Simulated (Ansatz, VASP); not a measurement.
## One calculation of AlN, two programs

```
CELL_PARAMETERS angstrom
5.32911 0.00000 0.00000
0.00000 5.32911 0.00000
0.00000 0.00000 3.12184
ATOMIC_POSITIONS crystal
Al 0.67699 0.67699 0.00000
Al 0.17699 0.82301 0.50000
Al 0.82301 0.17699 0.50000
Al 0.32301 0.32301 0.00000
N 0.81542 0.81542 0.50000
N 0.18458 0.18458 0.50000
N 0.68458 0.31542 0.00000
N 0.31542 0.68458 0.00000
```

Alike in both runs: functional PBE; k mesh 4 × 4 × 8; occupations gaussian, width 0.02 eV; no spin polarisation.

Ansatz relaxed the structure, and its values are those at the end. VASP's run is a single point on that final structure, the one shown.

|  | VASP | Ansatz |
| --- | --- | --- |
| version | VASP 6.6.1 | Ansatz 0.2.0 |
| potentials or method | VASP PAW PBE potentials, release 64 (Al, N) | scalar-relativistic, plane waves, PAW |
| plane-wave cutoff (eV) | 520 | 420 |
| valence electrons in the cell | 32 | 32 |

```tsv
	VASP	Ansatz	Ansatz less VASP
gap on the k mesh at the Fermi level (eV)	3.75	3.74	-0.008
least direct gap on the mesh (eV)	3.75	3.74	-0.008
pressure (GPa)	-0.2	0.0	+0.28
```

As with any semilocal functional, this PBE gap is likely too small.
